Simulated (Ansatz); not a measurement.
The system is Mg.

```
Mg
1.0
     3.20930    0.00000    0.00000
    -1.60465    2.77934    0.00000
     0.00000    0.00000    5.21030
Mg
2
Direct
  0.66667 0.33333 0.75000
  0.33333 0.66667 0.25000
```

| Quantity | Value |
| --- | --- |
| Program | Ansatz 0.2.0 |
| Task | relaxation of cell and atoms |
| Functional | rPW86-PBE |
| Potentials or basis | Ansatz PAW |
| Cutoff | 420 eV (not typed: the program's choice for these potentials) |
| k mesh | 10 × 10 × 5 |
| Occupations | fermi-dirac, width 0.05 eV |
| Spin | no spin polarisation |

At the start: volume 23.24 Å³/atom.

Task: How do energy, volume and symmetry change on relaxing?

Result: It ends after 4 steps and the volume is 22.85 Å³/atom (-1.7 %); space group P6_3/mmc (No. 194, to 0.05 Å).

Step by step:
```csv
step,energy change (eV),largest force (eV/Å),volume (Å³)
1,0.0000,0.0000,46.47
2,-0.0046,0.0000,45.80
3,-0.0063,0.0000,45.70
4,-0.0063,0.0000,45.70
```

Final structure:
```yaml
crystal:
  lattice:
    - [3.16217, 0.00000, 0.00000]
    - [-1.58109, 2.73852, 0.00000]
    - [0.00000, 0.00000, 5.27756]
  atoms:
    - { symbol: Mg, position: [0.66667, 0.33333, 0.75000] }
    - { symbol: Mg, position: [0.33333, 0.66667, 0.25000] }
```

Caveat: the plane-wave basis is chosen anew once the cell has moved, so the energies of steps on either side of that aren't comparable; the PAW data sets come from PBE, with cores solved anew for the run's functional, which leaves a small shift of forces and pressure.
